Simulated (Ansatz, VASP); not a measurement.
Na: VASP beside Ansatz

File INCAR:

```
ALGO = Normal
EDIFF = 1E-7
EDIFFG = -0.01
ENCUT = 600
GGA = PS
IBRION = 2
ISIF = 3
ISMEAR = 0
LASPH = True
LCHARG = False
LREAL = False
LWAVE = False
NELM = 100
NSW = 100
PREC = Accurate
SIGMA = 0.1
```

KPOINTS

```
k-points
0
Gamma
  18 18 16
```

File POSCAR:

```
Na
1.0
    3.5932974002      0.0000000000      0.0000000000
   -1.7966487001      3.1118868319      0.0000000000
    0.0000000000      0.0000000000      3.3574872583
Na
1
Direct
    0.0000000000      0.0000000000      0.0000000000
```

Input for Ansatz:

```yaml
crystal:
  lattice:
    - [3.5932974002, 0.0, 0.0]
    - [-1.7966487001, 3.1118868319, 0.0]
    - [0.0, 0.0, 3.3574872583]
  atoms:
    - { symbol: Na, position: [0.0, 0.0, 0.0] }
basis:
  ecutwfc: 420
kpoints:
  mp_grid: { grid: [18, 18, 16] }
hamiltonian:
  xc: pbesol
scf:
  occupations: { method: gaussian, width: 0.1 }
output:
  forces: true
  stress: true
  eigenvalues: true
relax:
  adjacent_minimum: "off"
  f_tol: 0.01
  max_steps: 80
  cell: { stress_tol: 0.05 }
```

Alike in both runs: task relaxation of cell and atoms; functional PBEsol; k mesh 18 × 18 × 16; occupations gaussian, width 0.1 eV; no spin polarisation.

```csv
,VASP,Ansatz
version,VASP 6.6.1,Ansatz 0.2.0
potentials or method,"VASP PAW PBE potentials, release 64 (Na_pv)","scalar-relativistic, plane waves, PAW"
plane-wave cutoff (eV),600,420
valence electrons in the cell,7,9
```

```tsv
	VASP	Ansatz	Ansatz less VASP
gap on the k mesh at the Fermi level, each at its own relaxed structure (eV)	none	none	-
relaxed volume (Å³/atom)	37.54	37.54	0.000
relaxed cell length with the largest relative difference (Å)	3.357	3.357	0.0000
```

A gap of «none» marks a metal or a gap that the smearing closes. The two sets of potentials don't hold the same shells in valence.

Caveats: the relaxation stopped at its first step, so nothing moved; the PAW data sets were made with another functional, which shifts forces and pressure a little (VASP).
